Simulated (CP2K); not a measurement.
Crystal: Ba.

```
CELL_PARAMETERS angstrom
4.57168 0.00000 0.00000
2.28584 3.95919 0.00000
2.28584 1.31973 3.73276
ATOMIC_POSITIONS crystal
Ba 0.00000 0.00000 0.00000
```

This isn't the form of Ba at room conditions, which is bcc.

```yaml
Program: CP2K 2026.2
Task: single point
Functional: PBE
Potentials_or_basis: POTENTIAL_UZH Ba GTH-PBE-q10; TZVP-MOLOPT-PBE-GTH basis
Density_cutoff: 6123 eV
k_mesh: 7 × 7 × 7
Occupations: fermi-dirac, width 0.05 eV
Spin: no spin polarisation
```

On this cell: pressure -0.3 GPa; band gap on the k mesh none (metal or under the smearing width).

The same run follows on a disturbed copy (cell strained at random at fixed volume):

```xyz
1
Lattice="4.6310 0.0000 0.0000 2.3589 3.9070 0.0000 2.3673 1.2231 3.7342" Properties=species:S:1:pos:R:3 pbc="T T T"
Ba    0.0077   -0.0304    0.0022
```

Question: What changes?

Answer: The energy (extrapolated to zero smearing) moves by +0.8 meV/atom; pressure -0.3 GPa; band gap on the k mesh none (metal or under the smearing width).

Stress tensor (GPa, compression positive):
```
-0.37 -0.12 -0.09
-0.12 -0.20 -0.03
-0.09 -0.03 -0.31
```

Caveats: the basis of atomic orbitals isn't converged, which shifts pressures, moduli and gaps.
